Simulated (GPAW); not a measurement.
CuAu3:

```
Au Cu
1.0
     3.98000    0.00000    0.00000
     0.00000    3.98000    0.00000
     0.00000    0.00000    3.98000
Au Cu
3 1
Direct
  0.50000 0.50000 0.00000
  0.50000 0.00000 0.50000
  0.00000 0.50000 0.50000
  0.00000 0.00000 0.00000
```

| Item | Value |
| --- | --- |
| Program | GPAW 26.7.0 |
| Task | single point |
| Functional | PBEsol |
| Potentials or basis | PAW data sets generated in the run's folder for this functional |
| Cutoff | 600 eV |
| Basis | pw |
| k mesh | 7 × 7 × 7 |
| Occupations | fermi-dirac, width 0.05 eV |
| Spin | no spin polarisation |

On this cell: pressure 1.8 GPa; largest force zero by symmetry; band gap on the k mesh none (metal or under the smearing width).

The same run follows on a disturbed copy (atoms moved at random, drawn with an rms of 0.05 Å):

```xyz
4
Lattice="3.9800 0.0000 0.0000 0.0000 3.9800 0.0000 0.0000 0.0000 3.9800" Properties=species:S:1:pos:R:3 pbc="T T T"
Au    2.0776    1.9893   -0.0131
Au    1.9556   -0.0263    1.9586
Au    0.0194    1.9762    1.9259
Cu    0.0041    0.0183    0.0332
```

Question: What changes?

Answer: The energy (extrapolated to zero smearing) moves by +12.5 meV/atom; pressure 2.5 GPa; largest force 0.690 eV/Å; band gap on the k mesh none (metal or under the smearing width).

Forces in eV/Å, atoms in the order of the input:
```
Au  -0.470 -0.103 -0.494
Au   0.274  0.215  0.301
Au   0.113 -0.026  0.512
Cu   0.083 -0.086 -0.320
```

Stress tensor (GPa, compression positive):
```
 2.50 -0.12  0.49
-0.12  2.48  0.14
 0.49  0.14  2.49
```

Caveats: with these Cu and Au data sets, volumes or pressures lay over 1.5 % or 2 GPa off other programs in two to four cells of ten.
